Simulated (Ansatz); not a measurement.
This FePt structure is the end of a relaxation. The cell was reached from a generator's guess, though it ends in a space group that the Crystallography Open Database lists for this formula.

Theory: DFT PBE, scalar-relativistic, plane waves, PAW in Ansatz 0.2.0. Cutoff 420 eV, Γ-centred mesh, Gaussian smearing, collinear spin.

```
CELL_PARAMETERS angstrom
2.72910 0.00000 0.00000
0.00000 2.72910 0.00000
0.00000 0.00000 3.76523
ATOMIC_POSITIONS crystal
Fe 0.00000 0.00000 0.00000
Pt 0.50000 0.50000 0.50000
```

Energies over the elements count from the elements' standard structures at the same level, with no fitted energy shifts.

Problem. What space group does it have?

Solution. P4/mmm (No. 123), the CuAu (L1_0) type. Conventional cell: a = 2.729 Å, c = 3.765 Å. Fe is surrounded by 8 Pt at 2.70 Å and 4 Fe at 2.73 Å; Pt has 8 Fe at 2.70 Å and 4 Pt at 2.73 Å.

Problem. What is its formation energy per atom?

Solution. −0.23 eV/atom. It lies below the elements, which doesn't yet make it stable against other compounds or structures.

Problem. Is it a metal?

Solution. Yes, bands cross the Fermi level on the 20×20×14 mesh.

Problem. Which magnetic moments does it keep?

Solution. 1.65 μB per atom net, the space between the atoms included; by site: Fe 3.0; Pt 0.4 μB.

The last run used collinear spin, a 20×20×14 mesh (in the run's order of axes) for its 2-atom cell and Gaussian smearing of 0.10 eV. These runs have no spin–orbit coupling, which can matter for Pt. Another magnetic order may lie lower. A later test with randomly moved atoms came back to the same energy, though modes that don't fit the test's cell weren't probed.
